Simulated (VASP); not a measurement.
Set up this calculation in VASP 6.6.1, as the native input.

- Task: band structure
- Functional: HSE06
- Potentials or basis: VASP PAW PBE potentials, release 64 (Ge_d, Se)
- Cutoff: 520 eV
- k mesh: 2 × 4 × 4
- Occupations: gaussian, width 0.03 eV
- Spin: no spin polarisation
- Grid for exact exchange (PRECFOCK): Fast
- Screening parameter: 0.2 1/A
- Further INCAR settings: ALGO = Normal; EDIFF = 1e-06; NBANDS = 50

Crystal: GeSe.

```xyz
8
Lattice="10.9701 0.0000 0.0000 0.0000 3.8827 0.0000 0.0000 0.0000 4.4176" Properties=species:S:1:pos:R:3 pbc="T T T"
Ge    1.3524    2.9121    3.9219
Ge    6.8374    2.9121    2.7045
Ge    4.1327    0.9707    1.7131
Ge    9.6177    0.9707    0.4957
Se    9.3771    2.9121    2.2166
Se    3.8921    2.9121    4.4098
Se    7.0780    0.9707    0.0078
Se    1.5930    0.9707    2.2010
```

One way to write it, as run:

POSCAR

```
GeSe                                    
1.0
   10.9700715544      0.0000000000      0.0000000000
    0.0000000000      3.8827485501     -0.0000000000
    0.0000000000     -0.0000000000      4.4175886780
  Ge              Se            
     4     4
Direct
     0.1232777091116823    0.7500000000000000    0.8877951998966074
     0.6232777091116823    0.7500000000000000    0.6122048001033926
     0.3767222908883177    0.2500000000000000    0.3877951998966069
     0.8767222908883177    0.2500000000000000    0.1122048001033929
     0.8547898646277736    0.7500000000000000    0.5017656890597096
     0.3547898646277735    0.7500000000000000    0.9982343109402904
     0.6452101353722264    0.2500000000000000    0.0017656890597099
     0.1452101353722265    0.2500000000000000    0.4982343109402902
```

INCAR.step1

```
SYSTEM = GeSe
PREC = Accurate
ENCUT = 520
EDIFF = 1E-5
ISMEAR = 0
SIGMA = 0.03
LREAL = .False.
LASPH = .True.
NELM = 80
ALGO = Normal
ISIF = 2
LWAVE = .True.
LCHARG = .False.
NBANDS = 50
GGA = PE
```

INCAR.step2

```
SYSTEM = GeSe
PREC = Accurate
ENCUT = 520
EDIFF = 1E-6
ISMEAR = 0
SIGMA = 0.03
LREAL = .False.
LASPH = .True.
NELM = 80
ALGO = Normal
ISIF = 2
LWAVE = .False.
LCHARG = .False.
GGA = PE
LHFCALC = .True.
HFSCREEN = 0.2
PRECFOCK = Fast
NBANDS = 50
ISTART = 1
```

KPOINTS

```
regular mesh
0
Gamma
  2 4 4
  0 0 0
```

KPOINTS_OPT

```
explicit points
8
Reciprocal
 0.0000000000  0.0000000000  0.0000000000 1
 0.5000000000  0.5000000000  0.5000000000 1
 0.0000000000  0.5000000000  0.5000000000 1
 0.5000000000  0.0000000000  0.5000000000 1
 0.5000000000  0.5000000000  0.0000000000 1
 0.0000000000  0.5000000000  0.0000000000 1
 0.0000000000  0.0000000000  0.5000000000 1
 0.5000000000  0.0000000000  0.0000000000 1
```

Potentials or basis: VASP PAW PBE potentials, release 64 (Ge_d, Se).

Launch:

```bash
$ cat potpaw_PBE.64/Ge_d/POTCAR potpaw_PBE.64/Se/POTCAR > POTCAR
$ cp INCAR.step1 INCAR
$ mpirun -np 8 vasp_std > vasp.out
$ cp INCAR.step2 INCAR
$ mpirun -np 8 vasp_std > vasp.out
```

Results of the run:

```
Pressure                : -1.1 GPa
Largest force           : 0.326 eV/Å
Band gap on the k mesh  : 1.47 eV, direct
Band gap along the path : 1.47 eV, direct
```

Caveat: the PAW data sets were made with another functional, which shifts forces and pressure a little.

Run time: 82 min on 8 MPI ranks on Intel(R) Xeon(R) Platinum 8375C CPU @ 2.90GHz (Ice Lake), on a shared host, peak memory 0.39 GiB a rank.
